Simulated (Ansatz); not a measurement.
# Pb (Im-3m) in Ansatz: settings compared

The runs below take Pb through relaxation of cell and atoms, single point, with HSE03, HSEsol, r2SCAN0, r2SCANh, r2SCAN50.

Program: Ansatz 0.2.0. These are calculated values, not measurements. Logs are shortened: lines on timing, memory, paths and dates and some standing lists are left out, and cuts for length are marked.

## 1. Starting point

It takes space group Im-3m (No. 229, cubic). The conventional cell has a = 3.959 Å, b = 3.959 Å, c = 3.959 Å, α = 90.00°, β = 90.00°, γ = 90.00°. Pb (site symmetry m-3m) is surrounded by 8 Pb at 3.43 Å.

This isn't the form of Pb at room conditions, which is fcc.

## 2. Relaxation of cell and atoms, HSE03

input

```
crystal:
  lattice:
    - [-1.9796595667, 1.9796595667, 1.9796595667]
    - [1.9796595667, -1.9796595667, 1.9796595667]
    - [1.9796595667, 1.9796595667, -1.9796595667]
  atoms:
    - { symbol: Pb, position: [0.0, 0.0, 0.0] }
hamiltonian:
  xc: { exchange: pbe, correlation: pbe, exx: { coeff: 0.25, omega: 0.3 } }
  pseudopotentials: { kind: paw }
kpoints:
  mp_grid: { grid: [5, 5, 5] }
scf:
  occupations: { method: fermi_dirac, width: 0.05 }
output:
  forces: true
  stress: true
  eigenvalues: true
  write_density: true
  write_potential: true
  elf: true
  volumetric_format: npy
relax:
  f_tol: 0.01
  max_steps: 40
  cell: { stress_tol: 0.05 }
```

Potentials or basis: Ansatz PAW.

What it wrote:

```text
GPUs: using 1 of 1 available (devices: 1).
Engine: ansatz 0.2.0, x86_64-unknown-linux-gnu
Pseudopotentials: kind: paw
Pseudopotential: Pb, paw, valence charge 14, recommended cutoff 420 eV (normal), Pb.paw.azcp
Functional definition: unnamed
  parameter a_1 = 0.25
  parameter omega_1 = 0.3/angstrom
  exchange = pbe_x + (-a_1)*pbe_x_sr(omega_1) + a_1*exact_x_sr(omega_1)
  correlation = pbe_c
device memory: the entry about to start is reckoned to put 0.5 GiB on a device that reports 75.1 GiB free (of which the cap on the GPU budget leaves the run 18.0 GiB)
GPU FFT provider: cuFFT
GPU libraries: cuBLAS 13.8.2, cuFFT 12.4.0, cuSOLVER 12.3.4
Crystal: 1 atoms, lattice volume = 31.034 Å³
Basis set: ecut = 420 eV, 603 PW (Γ), exchange–correlation on 48×48×48 points (8 copies of the dense FFT grid, shifted against one another)
Bands: 11, of which v1, the nominal top of the filled ones, is band 7 counted from 1 (6 counted from 0)
Symmetry: 48 space group operations
Space group: Im-3m (ITA 229), of the structure as read, at distance tolerance 3.1e-5 Å
k-points: 10 of 125
Non-local potential: Pb, projectors of the file, l = 0: 2, l = 1: 2, l = 2: 2, l = 3: 2
PAW form: soft (Blöchl's): semilocal exchange-correlation on the pseudo side does not see the compensation charge
PAW frozen core: Pb, regenerated for the run's functional, and the local potential with it (the file was generated under x = pbe(κ = 0.804, μ = 0.2195149727645171), c = pbe(β = 0.06672455060314922))
PAW one-centre angular grid: Pb, 590 points (default); XC on 64 Gauss nodes
Initial density: superposition of atomic densities (neutral atoms: chi_scale 0, normalization atom), corrected by the library's trained network
Initial wavefunctions: pseudopotential atomic-orbital guess
GPU buffer pool allocated for 13824 grid points (all kernels)
GPU transforms: local potential and band sums: pruned to the plane-wave sphere, on 24×24×24
Functional: x = pbe(κ = 0.804, μ = 0.2195149727645171), c = pbe(β = 0.06672455060314922), warm-up for x = pbe(κ = 0.804, μ = 0.2195149727645171) + 0.25 (exact − pbe) at short range (hse, ω = 0.3 Å⁻¹), c = pbe(β = 0.06672455060314922)
SCF iter   1: F=—  HF=-11906.312028 eV  |F-HF|=—  |Δ(HF+E_count)|=         —  Δρ=1.85e-3  dr2=1.34e-3  ethr=1.77e-3  ⟨swp⟩=12.3  Hψ=547  notcnv=0
preconditioner: auto → Kerker (q_TF=auto, 2.389 Å⁻¹)  [metal: Δε(μ)=0.106 eV  Ē_g=20.059 eV  σ=0.050 eV  W_gap=0.45  n_scr=12 (ndim 8)  ℏωp=24.9 eV  f_vac=0.000  D(μ)=1.97/eV (n_scr^D=18)]
SCF iter   2: F=—  HF=-11906.312058 eV  |F-HF|=—  |Δ(HF+E_count)|=   3.01e-5  Δρ=1.34e-3  dr2=6.32e-4  ethr=9.55e-6  ⟨swp⟩=4.9  Hψ=307  notcnv=0  defer=5
iter 3 solved again at ethr=1.95e-7 eV; its pass at ethr=4.51e-6 eV (dr2=2.73e-5 eV) is discarded
SCF iter   3: F=—  HF=-11906.312062 eV  |F-HF|=—  |Δ(HF+E_count)|=   3.99e-6  Δρ=2.55e-4  dr2=2.49e-5  ethr=1.95e-7  ⟨swp⟩=4.1  Hψ=435  notcnv=0  defer=1
SCF iter   4: F=—  HF=-11906.312069 eV  |F-HF|=—  |Δ(HF+E_count)|=   7.02e-6  Δρ=9.13e-5  dr2=2.23e-6  ethr=1.78e-7  ⟨swp⟩=2.2  Hψ=186  notcnv=0  defer=1
SCF iter   5: F=—  HF=-11906.312070 eV  |F-HF|=—  |Δ(HF+E_count)|=   1.17e-6  Δρ=1.25e-5  dr2=4.83e-8  ethr=1.59e-8  ⟨swp⟩=4.3  Hψ=279  notcnv=0  defer=1
SCF iter   6: F=—  HF=-11906.312070 eV  |F-HF|=—  |Δ(HF+E_count)|=   1.88e-8  Δρ=3.60e-6  dr2=3.71e-9  ethr=3.45e-10  ⟨swp⟩=3.6  Hψ=216  notcnv=0
SCF iter   7: F=—  HF=-11906.312070 eV  |F-HF|=—  |Δ(HF+E_count)|=   1.70e-9  Δρ=6.80e-7  dr2=1.12e-10  ethr=2.65e-11  ⟨swp⟩=3.8  Hψ=248  notcnv=0
SCF iter   8: F=-11906.312070 eV  HF=-11906.312070 eV  |F-HF|=0.00e0  |Δ(HF+E_count)|=  1.76e-10  Δρ=1.30e-7  dr2=3.14e-12  ethr=1.00e-12  ⟨swp⟩=3.9  Hψ=242  notcnv=0
SCF 1 converged in 8 iterations: F = -11906.312070 eV  dr2 = 3.14e-12
device memory: the entry about to start is reckoned to put 1.2 GiB on a device that reports 73.7 GiB free (of which the cap on the GPU budget leaves the run 18.0 GiB)
GPU FFT provider: cuFFT
GPU libraries: cuBLAS 13.8.2, cuFFT 12.4.0, cuSOLVER 12.3.4
Initial density: handed on by an earlier stage of this run
Initial wavefunctions: those handed on with the density
GPU buffer pool allocated for 13824 grid points (all kernels)
GPU transforms: local potential and band sums: pruned to the plane-wave sphere, on 24×24×24
Functional: x = pbe(κ = 0.804, μ = 0.2195149727645171) + 0.25 (exact − pbe) at short range (hse, ω = 0.3 Å⁻¹), c = pbe(β = 0.06672455060314922)
[... 140 lines left out ...]
GPU libraries: cuBLAS 13.8.2, cuFFT 12.4.0, cuSOLVER 12.3.4
GPU buffer pool allocated for 13824 grid points (all kernels)
GPU transforms: local potential and band sums: pruned to the plane-wave sphere, on 24×24×24
Exchange kernel: α = 0.2500, screened, ω = 0.3000 Å⁻¹, Wigner–Seitz truncation, v(0) = 502.5901 eV·Å³, q-mesh 5×5×5, nearest image of the exchange supercell L = 17.38 Å, pair-density grid 15×15×15, without the augmentation charges, whose exchange is taken in its separable form by FFT convolution over the k-point mesh (sized by the pseudopotential files, 20×20×20 at the most), smooth part of the exact exchange by density-matrix convolution in up to 1.03 GiB of GPU memory as planned if the GPU has room (build and FFT work areas not counted)
Frozen-core exchange: fock
iter 1 solved again at ethr=9.01e-11 eV; its pass at ethr=1.00e-1 eV (dr2=1.26e-8 eV) is discarded
SCF iter   1: F=—  HF=-11909.938658 eV  |F-HF|=—  |Δ(HF+E_count)|=         —  Δρ=5.21e-5  dr2=1.80e-7  ethr=9.01e-11  ⟨swp⟩=16.2  Hψ=1137  notcnv=6
eigensolver tolerance schedule calibrated: the retry pair's looser diagonalisation under-reported the residual by θ = 0.92 (0.10/decade); ethr = c·dr2/N_el runs at the constant in force after the calibration composes with the one it found (an armed cap, an earlier calibration), c = 9.6e-2
preconditioner: auto → none  [insulator: Δε(μ)=0.124 eV  Ē_g=22.017 eV  σ=0.050 eV  W_gap=0.51  n_scr=12 (ndim 8)  ℏωp=24.4 eV  f_vac=0.000  D(μ)=1.79/eV (n_scr^D=18)]
SCF iter   2: F=—  HF=-11909.938659 eV  |F-HF|=—  |Δ(HF+E_count)|=   3.22e-7  Δρ=2.36e-5  dr2=4.16e-8  ethr=9.01e-11  ⟨swp⟩=4.3  Hψ=290  notcnv=0  defer=4
iter 3 solved again at ethr=5.81e-12 eV; its pass at ethr=9.01e-11 eV (dr2=8.47e-10 eV) is discarded
SCF iter   3: F=—  HF=-11909.938659 eV  |F-HF|=—  |Δ(HF+E_count)|=   1.17e-7  Δρ=4.72e-6  dr2=1.32e-9  ethr=5.81e-12  ⟨swp⟩=3.3  Hψ=420  notcnv=0  defer=2
SCF iter   4: F=—  HF=-11909.938659 eV  |F-HF|=—  |Δ(HF+E_count)|=   3.28e-8  Δρ=1.24e-6  dr2=2.62e-10  ethr=5.81e-12  ⟨swp⟩=5.8  Hψ=417  notcnv=0  defer=31
SCF iter   5: F=-11909.938659 eV  HF=-11909.938659 eV  |F-HF|=1.82e-12  |Δ(HF+E_count)|=  9.09e-11  Δρ=8.55e-8  dr2=7.99e-13  ethr=1.80e-12  ⟨swp⟩=5.2  Hψ=348  notcnv=0  defer=10
SCF 11 converged in 5 iterations: F = -11909.938659 eV  dr2 = 7.99e-13
hybrid outer 1: dexx = +1.257e-7 eV, tail = 3.91e-9 eV
GPU FFT provider: cuFFT
GPU libraries: cuBLAS 13.8.2, cuFFT 12.4.0, cuSOLVER 12.3.4
GPU buffer pool allocated for 13824 grid points (all kernels)
GPU transforms: local potential and band sums: pruned to the plane-wave sphere, on 24×24×24
Exchange kernel: α = 0.2500, screened, ω = 0.3000 Å⁻¹, Wigner–Seitz truncation, v(0) = 502.5901 eV·Å³, q-mesh 5×5×5, nearest image of the exchange supercell L = 17.38 Å, pair-density grid 15×15×15, without the augmentation charges, whose exchange is taken in its separable form by FFT convolution over the k-point mesh (sized by the pseudopotential files, 20×20×20 at the most), smooth part of the exact exchange by density-matrix convolution in up to 1.03 GiB of GPU memory as planned if the GPU has room (build and FFT work areas not counted)
Frozen-core exchange: fock
SCF iter   1: F=—  HF=-11909.938659 eV  |F-HF|=—  |Δ(HF+E_count)|=         —  Δρ=5.47e-7  dr2=7.89e-11  ethr=1.40e-10  ⟨swp⟩=12.4  Hψ=491  notcnv=0
SCF iter   2: F=-11909.938659 eV  HF=-11909.938659 eV  |F-HF|=2.36e-11  |Δ(HF+E_count)|=  3.64e-11  Δρ=1.75e-7  dr2=1.59e-12  ethr=1.00e-12  ⟨swp⟩=3.6  Hψ=233  notcnv=0
SCF 12 converged in 2 iterations: F = -11909.938659 eV  dr2 = 1.59e-12
  Residual-converged pass: ⟨swp⟩=4.6  Hψ=312  notcnv=0  max |occ|·‖R‖ = 9.5e-9 eV (tolerance 1.0e-8 eV)  dr2=1.55e-12  dr2_onsite=2.62e-13  max |Δocc| = 3.0e-12
hybrid outer 2: dexx = +1.621e-11 eV, tail = 4.13e-12 eV, Δε = 1.56e-5 eV (about 8.59e-7 eV left of the loop's levels)
relax step   4: F+E_penalty+E_count = -11909.93865905 eV  Δ(F+E_penalty+E_count) = -1.132e-4 eV  max|allowed force component| = 0.000e0 eV/Å  Δτ_max = 0.0000 Å  P = -0.006 GPa  Ω = 32.327 Å³  stress off target by 6.31e-3 GPa  SCF on the basis re-selected at this cell (its energy is not comparable with the rows above)  (7 SCF iters)
basis re-selected at this cell: Δ(F+E_penalty+E_count) = -1.132e-4 eV, ΔP = -0.003 GPa vs the last step (what re-selecting the basis moved, of the pressure what is left beyond the Pulay correction that the steps carried, after the strain that the cell walked since its last selection, with what the two solves' SCF thresholds leave and, on support functions, any second-order correction that the steps lacked; it is no measure of the basis error at this ecutwfc). This SCF's stress stands 6.31e-3 GPa from its target on what of the cell is left free (relax.cell.stress_tol is 5.00e-2 GPa) and its largest allowed force component is 0.00e0 eV/Å (relax.f_tol is 1.00e-2 eV/Å): within both
hybrid SCF converged: 2 outer / 7 inner (+0 warm-up), last move |dexx| = 1.62e-11 eV, tail = 4.13e-12 eV
Stability not checked: this state was not tested for a lower state beside it, because the functional holds exact exchange (a hybrid, or Hartree-Fock), whose exchange loop this test does not read (fock_operator; see scf.lower_state_search)
Free energy (F): -11909.938659 eV
Frozen-core exchange: fock
Harris-Foulkes:  -11909.938659 eV  (|F-HF|=2.36e-11)
Internal energy: -11909.924399 eV  (E = F + TS)
E sigma→0 (E₀):  -11909.931529 eV
Entropy (-TS):   -0.014260 eV (-14.260 meV/atom)
Fermi energy:    10.182754 eV
--- Per-component energies (eV) ---
  E_band       = -68.907207
  E_kinetic    = 288.065922
  E_local      = -1058.014276  (includes V_loc(G=0)·N_el)
  E_nonlocal   = 349.305838
  E_hartree    = 420.673465
  E_xc         = -178.008546
  E_vxc        = -107.023866  (∫ρ·V_xc dr)
  E_exx        = -28.865164  (= α·E_x^exact, valence–valence)
  E_paw        = -10423.842293  (= ΣΔE_a)
  E_vpaw       = -324.857491  (= ΣTr[D̂ρ^β])
  E_aug_tail   = 0.000051  (compensation charges beyond the density's cutoff)
  E_ewald      = -1279.547545
  E_core_change = 0.308148  (= ΣΔE_core)
  E_smearing   = -0.014260  (= −TS)
  E_closure    = -0.000000  (closes the sum)
  Σ components = -11909.938659   (vs F -11909.938659, Δ=1.82e-12)
--- Forces (eV/Å), atoms counted from 1 ---
  atom   1  Pb     0.00000000    -0.00000000    -0.00000000
  max |Σ_I F_I| component: 5.26e-30 eV/Å
--- Stress (GPa, compression-positive) ---
       -0.006310      -0.000000       0.000000
       -0.000000      -0.006310      -0.000000
       -0.000000      -0.000000      -0.006310
  P = ⅓ Tr σ = -0.0063 GPa (-0.063 kbar)
--- Band table (eV; the first three rows and the last of 10) ---
  k-point 0: bands = ["-8.8455", "-8.8455", "-8.8455", "-8.6378", "-8.6378", "-2.4291", "17.6819", "17.6819", "17.6819", "21.5266", "21.5266"]
  k-point 1: bands = ["-8.8706", "-8.8202", "-8.7321", "-8.6610", "-8.6411", "-1.5782", "12.6095", "15.7692", "16.7738", "19.0725", "20.1620"]
  k-point 2: bands = ["-8.9111", "-8.8321", "-8.6567", "-8.6459", "-8.5419", "0.7389", "7.0693", "13.8341", "15.5460", "17.7603", "19.1937"]
  k-point 9: bands = ["-8.8637", "-8.8411", "-8.5800", "-8.5800", "-8.5691", "3.3173", "9.4153", "10.1532", "10.1532", "15.0025", "16.9335"]
--- Relaxed structure (3 steps of the walk, 3 accepted, 1 SCFs on fresh bases) ---
  F+E_penalty+E_count = -11909.93865905 eV   max|allowed force component| = 0.000e0 eV/Å   (the final SCF, on the basis selected at the relaxed cell)
  cell:  # Å, volume = 32.3269 Å³
    - [-2.006787408858356, 2.006787408858356, 2.006787408858356]
    - [2.006787408858356, -2.006787408858356, 2.006787408858356]
    - [2.006787408858356, 2.006787408858356, -2.006787408858356]
  atoms:
    - { symbol: Pb, position: [0.0, 0.0, 0.0] }
```

Wall time 34 s (1 × NVIDIA H100 80GB HBM3 with 2 threads of AMD EPYC 7R13 (Zen 3), shared host); peak memory 1.5 GiB.

Results:

| Property | Result |
| --- | --- |
| Free energy | -11909.9387 eV |
| Relaxed volume | 32.33 Å³/atom |
| Relaxed cell | a = 3.476 Å, b = 3.476 Å, c = 3.476 Å, α = 109.47°, β = 109.47°, γ = 109.47° |
| Space group after relaxing (to 0.05 Å) | Im-3m (No. 229) |
| Energy gained by relaxing | 7.3 meV/atom |
| Ionic steps | 4 |
| Pressure after relaxing | 0.0 GPa |
| Band gap on the k mesh | none (metal or under the smearing width) |

Step by step:
```csv
step,energy change (eV),largest force (eV/Å),volume (Å³)
1,0.0000,0.0000,31.03
2,-0.0072,0.0000,32.37
3,-0.0072,0.0000,32.33
4,-0.0073,0.0000,32.33
```

Final structure:
```
CELL_PARAMETERS angstrom
-2.00679 2.00679 2.00679
2.00679 -2.00679 2.00679
2.00679 2.00679 -2.00679
ATOMIC_POSITIONS crystal
Pb 0.00000 0.00000 0.00000
```

Levels at points of the mesh, in eV from the Fermi level:
```csv
k point,band 4,band 5,band 6,band 7,band 8,band 9,band 10,band 11
"(0.00, 0.00, 0.00)",-18.82,-18.82,-12.61,7.50,7.50,7.50,11.34,11.34
```

Caveat: the k mesh is coarse (spacing up to 0.45 Å⁻¹), so the values aren't converged, least of all with exact exchange; the plane-wave basis is chosen anew once the cell has moved, so the energies of steps on either side of that aren't comparable; the PAW data sets come from PBE, with cores solved anew for the run's functional, which leaves a small shift of forces and pressure. Spin-orbit coupling is left out, which matters for the levels of Pb.

[end of part 1 of 3]
